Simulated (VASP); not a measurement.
# BAs: G0W0 on PBE

BAs, F-43m (no. 216), 2 atoms in the cell. PBE, GW; PAW potentials As_GW, B_GW (PBE set).

GW scheme: G0W0; Iterations: 1; Orbital cutoff (eV): 350; Response cutoff (eV): 233; Frequency points: 48; Procedure: three steps, all bands.

## Input

INCAR.step1:
```
SYSTEM = BAs
PREC = Accurate
ENCUT = 350
ISMEAR = 0
SIGMA = 0.05
LASPH = .TRUE.
LREAL = .FALSE.
GGA = PE
ALGO = Normal
EDIFF = 1E-8
NELM = 150
LWAVE = .TRUE.
LCHARG = .FALSE.
KPAR = 4
```

INCAR.step2, as INCAR.step1 but for:
```
- ALGO = Normal
- NELM = 150
+ ALGO = Exact
+ NELM = 1
+ ISTART = 1
+ NBANDS = 408
+ LOPTICS = .TRUE.
```

INCAR.step3:
```
SYSTEM = BAs
PREC = Accurate
ENCUT = 350
ISMEAR = 0
SIGMA = 0.05
LASPH = .TRUE.
LREAL = .FALSE.
GGA = PE
ALGO = EVGW0
NBANDS = 408
NBANDSGW = 8
ENCUTGW = 233
NOMEGA = 48
PRECFOCK = Fast
ISTART = 1
LWAVE = .FALSE.
LCHARG = .FALSE.
NELMGW = 1
KPAR = 4
```

KPOINTS:
```
k-points
0
Gamma
  3 3 3
```

POSCAR:
```
BAs
1.0
    0.0000000000      2.3885000000      2.3885000000
    2.3885000000      0.0000000000      2.3885000000
    2.3885000000      2.3885000000      0.0000000000
As B
1 1
Direct
    0.7500000000      0.7500000000      0.7500000000
    0.0000000000      0.0000000000      0.0000000000
```

Commands (each step's output is kept before the next begins):
```
cat potpaw_PBE.64/As_GW/POTCAR potpaw_PBE.64/B_GW/POTCAR > POTCAR
cp INCAR.step1 INCAR
mpirun -np 4 vasp_std > vasp.out
cp INCAR.step2 INCAR
mpirun -np 4 vasp_std > vasp.out
cp INCAR.step3 INCAR
mpirun -np 4 vasp_std > vasp.out
```

## Result

- Quasiparticle gap on the mesh (eV): 1.86
- Gap of the starting point on the mesh (eV): 1.23
- Quasiparticle gap at the zone centre (eV): 4.08
- Starting gap at the zone centre (eV): 3.23
- Correction of the gap between the band edges on the mesh (eV): 0.63
- Shift of the valence top (eV): -0.70
- Shift of the conduction bottom (eV): -0.08
- Z of the valence top at the zone centre: 0.79
- Static dielectric constant, RPA: 19.0

Levels near the gap:

| k point | band | start (eV) | quasiparticle (eV) |
|---|---|---|---|
| 0 0 0 | 1 | -9.17 | -10.08 |
| 0 0 0 | 2 | 6.27 | 5.57 |
| 0 0 0 | 3 | 6.27 | 5.57 |
| 0 0 0 | 4 | 6.27 | 5.57 |
| 0 0 0 | 5 | 9.50 | 9.65 |
| 0 0 0 | 6 | 9.50 | 9.65 |
| 0 0 0 | 7 | 9.50 | 9.65 |
| 0 0 0 | 8 | 10.94 | 11.28 |
| 0.3333 0.3333 0 | 1 | -6.82 | -7.72 |
| 0.3333 0.3333 0 | 2 | 0.31 | -0.54 |
| 0.3333 0.3333 0 | 3 | 2.79 | 2.02 |
| 0.3333 0.3333 0 | 4 | 2.79 | 2.02 |
| 0.3333 0.3333 0 | 5 | 7.51 | 7.43 |
| 0.3333 0.3333 0 | 6 | 9.35 | 9.28 |
| 0.3333 0.3333 0 | 7 | 15.40 | 15.66 |
| 0.3333 0.3333 0 | 8 | 15.40 | 15.66 |

Limits: the mesh is coarse: neither the gap nor the screening is converged.

VASP 6.6.1 took 12 s on 4 cores (Intel Xeon Platinum 8375C @ 2.90GHz (Ice Lake)), a shared host.
